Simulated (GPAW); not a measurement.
GaSb: single point with BHandHLYP

Crystal: GaSb.

```
Sb Ga
1.0
     4.32608    0.00000    0.00000
     2.16304    3.74649    0.00000
     2.16304    1.24883    3.53223
Sb Ga
1 1
Direct
  0.75000 0.75000 0.75000
  0.00000 0.00000 0.00000
```

```json
{
  "Program": "GPAW 26.7.0",
  "Task": "single point",
  "Functional": "BHandHLYP",
  "Potentials or basis": "GPAW PAW data sets (gpaw-data 1.2.1)",
  "Cutoff": "450 eV",
  "Basis": "pw",
  "k mesh": "3 × 3 × 3",
  "Occupations": "fermi-dirac, width 0.05 eV",
  "Spin": "no spin polarisation",
  "Maxiter": "60"
}
```

| Item | Value |
| --- | --- |
| Band gap on the k mesh | 3.14 eV, direct |

Levels at points of the mesh, in eV from the valence-band top:
| k point | band 5 | band 6 | band 7 | band 8 | band 9 | band 10 |
| --- | --- | --- | --- | --- | --- | --- |
| (0.00, 0.00, 0.00) | -33.08 | -13.70 | 0.00 | 0.00 | 0.00 | 3.14 |

It took 13 min on 1 thread of Arm Neoverse V2, on a shared host, peak memory 0.25 GiB.

Caveat: the k mesh is coarse (spacing up to 0.59 Å⁻¹), so the values aren't converged, least of all with exact exchange; exact exchange converges slowly with the k mesh, and this mesh is small; spin-orbit coupling is left out, which moves the levels of the heavy elements; an odd mesh through Γ misses points on the zone boundary, where band edges often lie.
